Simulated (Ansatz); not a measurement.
# Could Mg3Sb2 exist in this structure?

Plane-wave DFT in Ansatz with scalar-relativistic PAW potentials. The crystal relaxes under PBE to P-3m1 with a = 4.594 Å, c = 7.274 Å, 26.59 Å³/atom. No spin polarisation.

```xyz
5
Lattice="4.5939 0.0000 0.0000 -2.2969 3.9784 0.0000 0.0000 0.0000 7.2743" Properties=species:S:1:pos:R:3 pbc="T T T"
Mg    0.0000    2.6523    4.5971
Mg    2.2969    1.3261    2.6772
Mg    0.0000    0.0000    0.0000
Sb    0.0000    2.6523    1.6413
Sb    2.2969    1.3261    5.6330
```

Test it against the elements, against displacements at the zone centre and against strain.

- Energy over the elements: -0.380 eV/atom (PBE, standard states in the same functional, gases uncorrected)
- Optical modes at Γ: all 12 real, 76 to 245 cm⁻¹ (PBEsol, without the LO-TO term)
- Least eigenvalue of the elastic tensor: 13 GPa (PBEsol)

It passes all three tests. So it is a local minimum against everything tried and bound against the elements. Modes at other wave vectors, other structures and decomposition into other compounds weren't tested here. The modes and the tensor belong to cells relaxed at their own level (25.76 Å³/atom for the tensor), not to the cell shown; modes and shear constants soften as a cell grows, so the larger cell shown may fail a test that the smaller one passes.